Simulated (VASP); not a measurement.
# Si: single point with r2SCAN

Crystal: Si.

```xyz
2
Lattice="0.0000 2.7155 2.7155 2.7155 0.0000 2.7155 2.7155 2.7155 0.0000" Properties=species:S:1:pos:R:3 pbc="T T T"
Si    2.7155    2.7155    2.7155
Si    4.0732    4.0732    4.0732
```

| Property | Result |
| --- | --- |
| Program | VASP 6.6.1 |
| Task | single point |
| Functional | r2SCAN |
| Potentials or basis | VASP PAW PBE potentials, release 64 (Si) |
| Cutoff | 520 eV |
| k mesh | 6 × 6 × 6 |
| Occupations | gaussian, width 0.1 eV |
| Spin | no spin polarisation |

| Item | Value |
| --- | --- |
| Pressure | 0.6 GPa |
| Band gap on the k mesh | 0.92 eV, indirect (least direct gap 2.76 eV) |

Levels at points of the mesh, in eV from the valence-band top:
| k point | band 1 | band 2 | band 3 | band 4 | band 5 | band 6 | band 7 | band 8 | band 9 |
| --- | --- | --- | --- | --- | --- | --- | --- | --- | --- |
| (0.00, 0.00, 0.00) | -12.53 | 0.00 | 0.00 | 0.00 | 2.76 | 2.76 | 2.76 | 3.99 | 8.12 |
| (0.50, 0.00, 0.00) | -10.07 | -7.27 | -1.27 | -1.27 | 1.88 | 3.59 | 3.59 | 8.33 | 11.16 |
| (0.50, 0.50, 0.00) | -8.16 | -8.16 | -3.01 | -3.01 | 0.92 | 0.92 | 10.88 | 10.88 | 11.62 |

Run time: 27 s on 1 thread of Intel(R) Xeon(R) Platinum 8375C CPU @ 2.90GHz (Ice Lake) (shared host), peak memory 0.15 GiB.

Caveat: the PAW data sets were made with another functional, which shifts forces and pressure a little. r2SCAN opens gaps a little over a GGA but as a rule still falls short of measured ones.
